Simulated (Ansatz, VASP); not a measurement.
**One calculation of GaN, two programs**

```
Ga N
1.0
     0.00000    2.13524    2.07118
     2.13524    0.00000    2.07118
     2.13524    2.13524    0.00000
Ga N
1 1
Direct
  0.00000 0.00000 0.00000
  0.50000 0.50000 0.50000
```

Change from the starting cell: strain +0.000 along x and y, -0.030 along z, atoms carried along.

Alike in both runs: task single point; functional PBE; k mesh 14 × 14 × 14; occupations gaussian, width 0.05 eV; no spin polarisation.

|  | VASP | Ansatz |
| --- | --- | --- |
| version | VASP 6.6.1 | Ansatz 0.2.0 |
| potentials or method | VASP PAW PBE potentials, release 64 (Ga_d, N) | scalar-relativistic, plane waves, PAW |
| plane-wave cutoff (eV) | 520 | 420 |
| valence electrons in the cell | 18 | 18 |

|  | VASP | Ansatz | Ansatz less VASP |
| --- | --- | --- | --- |
| gap on the k mesh at the Fermi level (eV) | 0.39 | 0.40 | +0.011 |
| least direct gap on the mesh (eV) | 2.66 | 2.65 | -0.004 |
| pressure (GPa) | 7.6 | 6.8 | -0.78 |
| largest component of the traceless stress (GPa) | 4.11 | 4.08 | -0.032 |

A k mesh can miss the band edges.
